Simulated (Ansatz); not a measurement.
MnSb:

```
Sb Mn
1.0
     4.15000    0.00000    0.00000
    -2.07500    3.59401    0.00000
     0.00000    0.00000    5.78000
Sb Mn
2 2
Direct
  0.66667 0.33333 0.75000
  0.33333 0.66667 0.25000
  0.00000 0.00000 0.50000
  0.00000 0.00000 0.00000
```

Base run:

- Program: Ansatz 0.2.0
- Functional: PBEsol
- Potentials or basis: Ansatz PAW
- Cutoff: 420 eV (not typed: the program's choice for these potentials)
- k mesh: 7 × 7 × 5
- Occupations: fermi-dirac, width 0.05 eV
- Spin: collinear spin, ferromagnetic start
- Starting moments: [0.0, 0.0, 4.0, 4.0] μB

Its results: band gap on the k mesh none (metal or under the smearing width); pressure -7.1 GPa; net moment 6.70 μB per cell; site moments Sb -0.12; Mn +3.42 μB.

**Question.** The run is repeated on the same cell with these changes: hubbard terms from none to Mn d U = 6 eV; hubbard projectors from none to ortho-atomic (the default). What comes out?

**Answer.** Band gap on the k mesh none (metal or under the smearing width); pressure 7.9 GPa; net moment 8.23 μB per cell; site moments Sb -0.23; Mn +4.33 μB.

Caveats: only a ferromagnetic start was run, and an antiferromagnetic order may lie lower in energy; the PAW data sets come from PBE, with cores solved anew for the run's functional, which leaves a small shift of forces and pressure; the density of states is complete only up to the lowest level of the last band computed; the magnetic or orbital state may not be the lowest (some runs); the U is typed as a test and isn't derived for this compound (some runs).
